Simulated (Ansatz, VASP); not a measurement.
# Te: VASP beside Ansatz

The input INCAR:

```
SYSTEM = Te
PREC = Accurate
ENCUT = 520
EDIFF = 1E-6
ISMEAR = 0
SIGMA = 0.01
LREAL = .FALSE.
LASPH = .TRUE.
NELM = 80
ALGO = Normal
ISIF = 2
LWAVE = .FALSE.
LCHARG = .FALSE.
GGA = PS
NBANDS = 16
```

File KPOINTS:

```
Automatic mesh
0
G
  9 9 6
  0 0 0
```

Contents of POSCAR:

```
Te
1.0
    4.4469268669      0.0000000000      0.0000000000
   -2.2234634334      3.8511516355      0.0000000000
    0.0000000000      0.0000000000      5.9149200000
Te
3
Direct
    0.2690000000      0.0000000000      0.1666666667
    0.0000000000      0.2690000000      0.8333333333
    0.7310000000      0.7310000000      0.5000000000
```

Input for Ansatz:

```yaml
crystal:
  lattice:
    - [4.4469268669, 0.0, 0.0]
    - [-2.2234634334, 3.8511516355, 0.0]
    - [0.0, 0.0, 5.91492]
  atoms:
    - { symbol: Te, position: [0.269, 0.0, 0.1666666667] }
    - { symbol: Te, position: [0.0, 0.269, 0.8333333333] }
    - { symbol: Te, position: [0.731, 0.731, 0.5] }
basis:
  ecutwfc: 420
kpoints:
  mp_grid: { grid: [9, 9, 6] }
hamiltonian:
  xc: pbesol
scf:
  occupations: { method: gaussian, width: 0.01 }
output:
  forces: true
  stress: true
  eigenvalues: true
  populations: true
```

Alike in both runs: task single point; functional PBEsol; k mesh 9 × 9 × 6; occupations gaussian, width 0.01 eV; no spin polarisation.

|  | VASP | Ansatz |
| --- | --- | --- |
| version | VASP 6.6.1 | Ansatz 0.2.0 |
| potentials or method | VASP PAW PBE potentials, release 64 (Te) | scalar-relativistic, plane waves, PAW |
| plane-wave cutoff (eV) | 520 | 420 |
| valence electrons in the cell | 18 | 48 |

```csv
,VASP,Ansatz,Ansatz less VASP
gap on the k mesh at the Fermi level (eV),0.13,0.15,+0.021
least direct gap on the mesh (eV),0.13,0.15,+0.021
pressure (GPa),-0.6,-0.7,-0.09
largest component of the traceless stress (GPa),0.27,0.23,-0.041
rms of the force components (eV/Å),0.089,0.075,-0.0136
```

Atom by atom the forces differ by 0.014 eV/Å (rms over components). The functional is the same, so the differences come from potentials, cutoffs and numerics. The two sets of potentials don't hold the same shells in valence.

Caveats: the PAW data sets were made with another functional, which shifts forces and pressure a little (VASP); spin-orbit coupling is left out, which moves the levels of the heavy elements; an odd mesh through Γ misses points on the zone boundary, where band edges often lie.
